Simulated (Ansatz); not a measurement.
Runs of Ansatz 0.2.0 on PbF2 (Fluorocronite). Symmetry: Fm-3m, No. 225, cubic system. The conventional cell has a = 5.927 Å, b = 5.927 Å, c = 5.927 Å, α = 90.00°, β = 90.00°, γ = 90.00°. Pb (site symmetry m-3m) has 8 F at 2.57 Å as nearest neighbours. F (site symmetry -43m) has 4 Pb at 2.57 Å as nearest neighbours. 

| task | level | cutoff (eV) | points for each segment of the path | gap on the mesh (eV) | pressure (GPa) | V0 of scaled cells (Å³/atom) | B0 (GPa) |
| --- | --- | --- | --- | --- | --- | --- | --- |
| equation of state | r2SCAN | 500 | - | - | - | 17.30 | (a) |
| band structure | r2SCAN | 500 | 14 | 4.93 | -0.2 | - | - |
| band structure | LDA | 420 | 14 | 4.26 | -4.5 | - | - |
| band structure | PBE | 420 | 14 | 4.42 | 2.7 | - | - |
| equation of state | PBE | 420 | - | - | - | 18.01 | (b) |

Alike in all rows: potentials or basis Ansatz PAW; no spin polarisation; cell as given; k mesh 8 × 8 × 8; smearing fermi-dirac 0.05 eV.

Q: Fill in the values left out.

A: (a) 77; (b) 67.

Caveats: spin-orbit coupling is left out, which as a rule narrows the gap of such compounds by several tenths of an eV (some runs); the PAW data sets come from PBE, with cores solved anew for the run's functional, which leaves a small shift of forces and pressure (some runs); the PAW data sets were made with another functional, which shifts forces and pressure a little (some runs).

A k mesh can miss the band edges, and the runs leave out spin-orbit coupling on Pb.
